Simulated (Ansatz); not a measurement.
# CuCl (zincblende type): how the settings move a single-point run

How sensitive is a single-point run of CuCl (zincblende type) to its settings? A reference run comes first, then one run with altered input.

Computed with Ansatz 0.2.0 (reference: DFT, r2SCAN, PAW with Ansatz's default frozen-core files, scalar-relativistic, unless a step's input says otherwise).

1 further run of the same task is left out (set aside as unsound or not needed).

## Step 1: The starting structure

The structure is cubic, space group F-43m (No. 216). The conventional cell has a = 5.351 Å, b = 5.351 Å, c = 5.351 Å, α = 90.00°, β = 90.00°, γ = 90.00°. Cu (site symmetry -43m) has 4 Cl at 2.32 Å as nearest neighbours. Around Cl (site symmetry -43m) lie 4 Cu at 2.32 Å.

Coordinates:

```xyz
2
Lattice="0.0000 2.6754 2.6754 2.6754 0.0000 2.6754 2.6754 2.6754 0.0000" Properties=species:S:1:pos:R:3 pbc="T T T"
Cu    0.0000    0.0000    0.0000
Cl    1.3377    1.3377    1.3377
```

## Step 2: Reference

Contents of input.yaml:

```yaml
crystal:
  lattice:
    - [0.0, 2.6754360691, 2.6754360691]
    - [2.6754360691, 0.0, 2.6754360691]
    - [2.6754360691, 2.6754360691, 0.0]
  atoms:
    - { symbol: Cu, position: [0.0, 0.0, 0.0] }
    - { symbol: Cl, position: [0.25, 0.25, 0.25] }
kpoints:
  mp_grid: { grid: [12, 12, 12] }
scf:
  occupations: { method: fermi_dirac, width: 0.05 }
hamiltonian:
  xc: r2scan
  pseudopotentials: { kind: paw }
output:
  forces: true
  stress: true
  eigenvalues: true
  efg: { contact_densities: true }
```

The run is started by

```
$ ansatz run input.yaml --threads 1 --pin off --max-ram 2048MiB --backend cpu --events-out ev --progress --plain --runs-dir out
```

## Step 3: Changed: occupations.method tetrahedron, hubbard.sites [{species: Cu, l: d, u_eff: 3.0}], hubbard.double_counting fll, width left out

input.yaml: that of step 2 with these lines changed.

```diff
@@ -11,3 +11,3 @@
 scf:
-  occupations: { method: fermi_dirac, width: 0.05 }
+  occupations: { method: tetrahedron }
 hamiltonian:
@@ -15,2 +15,3 @@
   pseudopotentials: { kind: paw }
+  hubbard: { sites: [{ species: Cu, l: d, u_eff: 3.0 }], double_counting: fll }
 output:
```

**Question.** What will these runs give? Wanted: for each run, ending; energy change; pressure; gap; force.

The runs gave:

| run | ending | energy change | pressure (GPa) | gap (eV) | force (eV/Å) | cycles | time |
| --- | --- | --- | --- | --- | --- | --- | --- |
| reference | converged | 0 | 0.2 | 0.98 | 0.00 | 7 | 12 s |
| 1: occupations.method tetrahedron, hubbard.sites [{species: Cu, l: d, u_eff: 3.0}], hubbard.double_counting fll, width left out | converged | +59.3 meV/atom (σ→0) (U changed: no physical gain or loss) | 1.2 | 1.85 | 0.00 | 9 | 16 s |

Residual by cycle in the longest SCF loop of each run; runs are numbered as in the table. The quantity is the density residual dr2, in eV.

| cycle | reference | run 1 |
| --- | --- | --- |
| 1 | 0.15 | 3.71 |
| 2 | 0.178 | 2.98 |
| 3 | 0.00126 | 0.109 |
| 4 | 5.6e-4 | 0.00937 |
| 5 | 6.9e-5 | 0.00422 |
| 6 | 1.5e-7 | 1.7e-4 |
| 7 | 2.3e-9 | 1.1e-6 |
| 8 | - | 5.0e-8 |
| 9 | - | 5.4e-10 |

**Reading.** Changing the smearing and Hubbard U moves the energy by +59.3 meV/atom (σ→0 values), and the pressure goes from 0.2 to 1.2 GPa and the gap on the mesh goes from 0.98 to 1.85 eV. The U term adds an energy of its own, so the shift says nothing about which run is better. Cost: 9 SCF cycles against 7. A changed U is a change of model: its shifts are not errors of convergence.
